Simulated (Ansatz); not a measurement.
The system is SiNi.

```
CELL_PARAMETERS angstrom
2.94277 0.00000 0.00000
0.00000 3.28033 0.00000
0.00000 0.00000 4.67745
ATOMIC_POSITIONS crystal
Ni 0.50000 0.50000 0.34250
Ni 0.00000 0.00000 0.65750
Si 0.50000 0.50000 0.84314
Si 0.00000 0.00000 0.15686
```

The cell is a database's computed one.

Base run:

```yaml
Program: Ansatz 0.2.0
Functional: PBE
Potentials_or_basis: Ansatz PAW
Cutoff: "420 eV (not typed: the program's choice for these potentials)"
k_mesh: 8 × 7 × 5
Occupations: fermi-dirac, width 0.05 eV
Spin: collinear spin, ferromagnetic start
Starting_moments: "[1.25, 1.25, 0.0, 0.0] μB"
Fixed_moment: 2.5 μB
```

Its results: pressure 18.0 GPa; site moments Ni +0.80; Si +0.20 μB; largest force 0.685 eV/Å.

Task: The run is repeated on the same cell with these changes: fixed moment from 2.5 μB to 1 μB; moments at the start from [1.25, 1.25, 0.0, 0.0] to [0.5, 0.5, 0.0, 0.0]. What comes out?

Result: Pressure 9.2 GPa; site moments Ni +0.33; Si +0.08 μB; largest force 0.265 eV/Å.

Caveats: the total moment is fixed, so each spin has its own Fermi level; the thresholds are loose for stress.
